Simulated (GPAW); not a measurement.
Here is a GPAW 26.7.0 calculation.

Contents of run.py:

```python
from ase import Atoms
from ase.dft.bandgap import bandgap
from ase.io import write
from ase.units import GPa
from gpaw import GPAW, PW, setup_paths

setup_paths.insert(0, '.')

atoms = Atoms(['Si', 'Si', 'C', 'C'],
              cell=[[3.076, 0.0, 0.0],
                    [-1.538, 2.663894142, 0.0],
                    [0.0, 0.0, 5.048]],
              scaled_positions=[[0.661762, 0.324002, 0.508236],
                                [0.334398, 0.660629, 0.001333],
                                [0.686825, 0.339242, 0.887467],
                                [0.342142, 0.669094, 0.380023]],
              pbc=True)

calc = GPAW(mode=PW(800),
            xc='PBEsol',
            kpts={'size': (10, 10, 5), 'gamma': True},
            occupations={'name': 'fermi-dirac', 'width': 0.05},
            nbands=18,
            convergence={'density': 1e-05, 'energy': 1e-05},
            maxiter=150,
            txt='gpaw.txt')
atoms.calc = calc
energy = atoms.get_potential_energy()
forces = atoms.get_forces()
stress = atoms.get_stress()
calc.write('gs.gpw')
write('result.traj', atoms)
print(f'Energy: {energy:.6f} eV')
print('Forces (eV/A):')
print(forces.round(4))
print('Stress (GPa):', (stress / GPa).round(3))
print('Fermi level:', round(calc.get_fermi_level(), 4), 'eV')
print(f'Gap: {bandgap(calc)[0]:.4f} eV, direct: {bandgap(calc, direct=True)[0]:.4f} eV')
```

Potentials or basis: PAW data sets generated in the run's folder for this functional, pw.

Command:

```console
$ gpaw-setup -f PBEsol C Si
$ OMP_NUM_THREADS=1 python run.py
```

(1) Estimate the band gap on the k mesh.

(2) Predict the largest force.

## Answers

(1) 2.19 eV, indirect (least direct gap 3.84 eV).

(2) 1.513 eV/Å.

Caveat: an odd mesh through Γ misses points on the zone boundary, where band edges often lie.
